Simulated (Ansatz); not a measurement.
# BN: the band gap up the ladder of functionals

The task here is to estimate one member of a computed series from the others.

The runs shown are made with Ansatz 0.2.0. PAW datasets, plane waves. (Simulation; spin polarisation is off.)

## The cell

The cell was relaxed beforehand with r2SCAN.

Space group F-43m (No. 216), cubic; a = 3.610 Å in the conventional setting, 5.88 Å³ an atom. B has 4 N at 1.56 Å; N has 4 B at 1.56 Å.

Structure file:

```cif
data_structure
_symmetry_space_group_name_H-M 'P 1'
_symmetry_Int_Tables_number 1
_cell_length_a 2.5524
_cell_length_b 2.5524
_cell_length_c 2.5524
_cell_angle_alpha 60.000
_cell_angle_beta 60.000
_cell_angle_gamma 60.000
_cell_volume 11.76
loop_
_atom_site_label
_atom_site_type_symbol
_atom_site_fract_x
_atom_site_fract_y
_atom_site_fract_z
_atom_site_occupancy
B1 B 0.00000 0.00000 0.00000 1
N1 N 0.25000 0.25000 0.25000 1
```

Set-up of the first run:

input.yaml

```yaml
crystal:
  lattice:
    - [0.0, 1.8048254535, 1.8048254535]
    - [1.8048254535, 0.0, 1.8048254535]
    - [1.8048254535, 1.8048254535, 0.0]
  atoms:
    - { symbol: B, position: [0.0, 0.0, 0.0] }
    - { symbol: "N", position: [0.25, 0.25, 0.25] }
kpoints:
  mp_grid: { grid: [12, 12, 12] }
  band_path:
    path:
      - [[0.0, 0.0, 0.0], [-0.5, -0.5, -4.764139539793e-34], [-0.375, -0.375, 0.25]]
      - [[-0.375, -2.979965921045e-17, 0.375], [0.0, 0.0, 0.0], [4.842786532631e-18, 4.842786532631e-18, 0.5], [-0.5, -0.25, 0.25], [-0.5, -0.5, -4.764139539793e-34]]
    npoints: 10
hamiltonian:
  xc: pbe
scf:
  occupations: { method: fermi_dirac, width: 0.02 }
  n_extra_bands: 4
output:
  forces: true
  stress: true
  eigenvalues: true
```

The run is started by

```sh
$ ansatz run input.yaml --threads 4 --pin off --max-ram 7372MiB --backend cpu --events-out ev --progress --plain --runs-dir out
```

Among the steps run: Band structure with PBE; r2SCAN; HSE06; PBE0 at the same geometry; LDA; G0W0 on PBE; Quasiparticle levels, G0W0@PBE; DDH-PBE0; Hartree-Fock at the same geometry; r2SCAN0 at the same geometry.

One of the session's tables, all rows but one given; the rest of the session is left out.

| level | gap (eV) |
| --- | --- |
| PBE | 4.48 |
| r2SCAN | 5.00 |
| HSE06 | 5.79 |
| PBE0 | 6.56 |
| LDA | 4.37 |
| G0W0@PBE (35 empty bands) | 5.91 |
| G0W0@PBE (87 empty bands) | 6.14 |
| DDH-PBE0 | ? |
| Hartree-Fock | 13.73 |
| r2SCAN0 | 6.89 |

Q: Estimate the row for DDH-PBE0 from the others.

**Answer.** gap (eV): 6.28. In the column «gap (eV)» it lies between G0W0@PBE (87 empty bands) (6.14) and PBE0 (6.56).

Meshes: PBE 12×12×12, r2SCAN 12×12×12, HSE06 8×8×8, PBE0 8×8×8, LDA 12×12×12, DDH-PBE0 8×8×8, Hartree-Fock 8×8×8, r2SCAN0 8×8×8

To keep in mind: G0W0 here is at a finite number of bands, screening cutoff and k mesh, not at the basis limit. Warnings in the runs' records: stress exchange threshold loose, stress scf threshold loose.
